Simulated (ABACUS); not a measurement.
# NiSi2: changing the choice of potentials or basis

It takes space group Fm-3m (No. 225, cubic). The conventional cell has a = 5.406 Å, b = 5.406 Å, c = 5.406 Å, α = 90.00°, β = 90.00°, γ = 90.00°. Ni (site symmetry m-3m) is surrounded by 8 Si at 2.34 Å. Si (site symmetry -43m) has 4 Ni at 2.34 Å as nearest neighbours.

Kept alike: task single point; functional PBE; k mesh 6 × 6 × 6; occupations fermi-dirac, width 0.05 eV; collinear spin, ferromagnetic start. Program: ABACUS. Cutoffs run from 1333 to 1429 eV. The mesh is that of the run's cell of 3 atoms. No spin-orbit coupling.

| choice of potentials or basis | pressure (GPa) |
| --- | --- |
| Ansatz NC PBE, plane waves | 3.83 |
| PseudoDojo NC SR 0.4.1 PBE standard, plane waves | 3.94 |
| PseudoDojo NC SR 0.5 PBE stringent, plane waves | 3.92 |
| SG15 ONCV 1.2 PBE, plane waves | 4.73 |
| SPMS ONCV 1.0 PBE, plane waves | 4.09 |

Pressure is positive in compression; the values hold the error of the finite cutoff, so their zero can differ a little from the energy's minimum. For a metal such a mesh leaves the last digits unconverged. Runs of this series that gave no sound value for these columns are left out. The moments vanished: the runs ended non-magnetic.

Question: What does the choice of potentials or basis change here?

Answer: The pressure runs from 3.83 (Ansatz NC PBE, plane waves) to 4.73 GPa (SG15 ONCV 1.2 PBE, plane waves).

All five potentials put the fluorite-type cell under compression, so with each of them PBE would favour a somewhat larger lattice. As the cell is close to the measured one, this fits the functional's usual slight underbinding, and the shared sign points to the functional rather than to any one potential. Four of the pressures lie between 3.83 and 4.09 GPa, and the two PseudoDojo sets nearly coincide; SG15 stands apart at 4.73 GPa. A probable reason is its lack of a nonlinear core correction, which alters the exchange-correlation contribution where core and valence densities overlap and hence the stress.

The loss of the moments from a ferromagnetic start agrees with the known metallic, non-magnetic character of NiSi2. Ni 3d states hybridise with Si 3p and lie mostly below the Fermi level, leaving too low a density of states there for a Stoner instability. The spread measures how far the potentials agree with one another, not which is most accurate; that would take an all-electron reference at the same geometry.
